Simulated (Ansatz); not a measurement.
(101) slab cut from the bulk of TaN, P-6m2 (No. 187); the slab's formula is TaN:

```yaml
crystal:
  lattice:
    - [2.92399, 0.00000, 0.00000]
    - [-1.46199, 3.82797, 0.00000]
    - [0.00000, 0.00000, 24.81161]
  atoms:
    - { symbol: Ta, position: [0.43233, 0.86467, 0.30228] }
    - { symbol: N, position: [0.71880, 0.43760, 0.31503] }
    - { symbol: Ta, position: [0.15113, 0.30226, 0.37882] }
    - { symbol: N, position: [0.43760, 0.87520, 0.39157] }
    - { symbol: Ta, position: [0.86993, 0.73986, 0.45535] }
    - { symbol: N, position: [0.15640, 0.31279, 0.46811] }
    - { symbol: Ta, position: [0.58873, 0.17746, 0.53189] }
    - { symbol: N, position: [0.87520, 0.75039, 0.54465] }
    - { symbol: Ta, position: [0.30753, 0.61506, 0.60843] }
    - { symbol: N, position: [0.59400, 0.18799, 0.62118] }
    - { symbol: Ta, position: [0.02633, 0.05266, 0.68497] }
    - { symbol: N, position: [0.31279, 0.62559, 0.69772] }
```

Theory: DFT PBEsol, scalar-relativistic, plane waves, PAW in Ansatz. Plane waves to 420 eV, a k mesh through Γ of 13×9×1 on the computed 12-atom cell and Gaussian smearing (0.10 eV); no spin polarisation. A dipole correction removes the field between periodic images along c.

(1) What forces act on the atoms?

Spin–orbit coupling is left out, which can shift energies with elements as heavy as these.

Results:

(1)
```json
{"atom": "Ta1", "Fx (eV/Å)": "0.004", "Fy (eV/Å)": "0.244", "Fz (eV/Å)": "0.479"}
{"atom": "N2", "Fx (eV/Å)": "-0.007", "Fy (eV/Å)": "-0.460", "Fz (eV/Å)": "0.522"}
{"atom": "Ta3", "Fx (eV/Å)": "0.003", "Fy (eV/Å)": "0.203", "Fz (eV/Å)": "-0.642"}
{"atom": "N4", "Fx (eV/Å)": "0.001", "Fy (eV/Å)": "-0.089", "Fz (eV/Å)": "-0.462"}
{"atom": "Ta5", "Fx (eV/Å)": "-0.001", "Fy (eV/Å)": "0.116", "Fz (eV/Å)": "0.093"}
{"atom": "N6", "Fx (eV/Å)": "0.000", "Fy (eV/Å)": "-0.023", "Fz (eV/Å)": "-0.051"}
{"atom": "Ta7", "Fx (eV/Å)": "0.001", "Fy (eV/Å)": "-0.079", "Fz (eV/Å)": "0.007"}
{"atom": "N8", "Fx (eV/Å)": "-0.001", "Fy (eV/Å)": "0.055", "Fz (eV/Å)": "-0.141"}
{"atom": "Ta9", "Fx (eV/Å)": "0.002", "Fy (eV/Å)": "0.297", "Fz (eV/Å)": "1.152"}
{"atom": "N10", "Fx (eV/Å)": "0.001", "Fy (eV/Å)": "-0.192", "Fz (eV/Å)": "0.008"}
{"atom": "Ta11", "Fx (eV/Å)": "-0.001", "Fy (eV/Å)": "-1.519", "Fz (eV/Å)": "0.101"}
{"atom": "N12", "Fx (eV/Å)": "-0.002", "Fy (eV/Å)": "1.446", "Fz (eV/Å)": "-1.066"}
```

The reference crystal is a form of TaN, which isn't its usual structure.

Cost: 1 run of about 2.7 core-minutes, on Intel Xeon Processor @ 2.70GHz (shared hosts).